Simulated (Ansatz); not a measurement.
An input for Ansatz 0.2.0 (Rb):

The input input.yaml:

```yaml
crystal:
  lattice:
    - [-2.977953, 2.952802, 2.746577]
    - [2.996194, -2.89814, 2.707172]
    - [2.979386, 2.899573, -2.687437]
  atoms:
    - { symbol: Rb, position_ang: [0.0, 0.0, 0.0] }
hamiltonian:
  xc: lda
  pseudopotentials: { kind: paw_fr }
magnetization:
  noncollinear: true
  spin_orbit: true
kpoints:
  mp_grid: { grid: [7, 7, 7] }
scf:
  occupations: { method: fermi_dirac, width: 0.05 }
output:
  forces: true
  stress: true
  eigenvalues: true
  xc_energy_on_converged_density: [pbe, pbesol, rpbe, revpbe, blyp, r2scan]
```

Potentials or basis: Ansatz PAW.

Launch:

```sh
$ ansatz run input.yaml --threads 1 --pin off --max-ram 2560MiB --backend cpu --events-out ev --progress --plain --runs-dir out
```

Task: How does this run end?

Result: The run stopped without a result. It printed:

Output:

```text
Error: output.xc_energy_on_converged_density: [.., <functional not served on this run's spinors>] (entry [5] reads the kinetic-energy density, which a run under a hamiltonian.xc that reads none does not build; of spinors' orbitals none is made for a list; the list counted from 0) — on two spinor components a listed functional is evaluated as a run of it would be, by hamiltonian.noncollinear_xc, the moments and spin–orbit coupling, on the densities that this run makes; leave the entries named here out of the list, or change what keeps each out
```
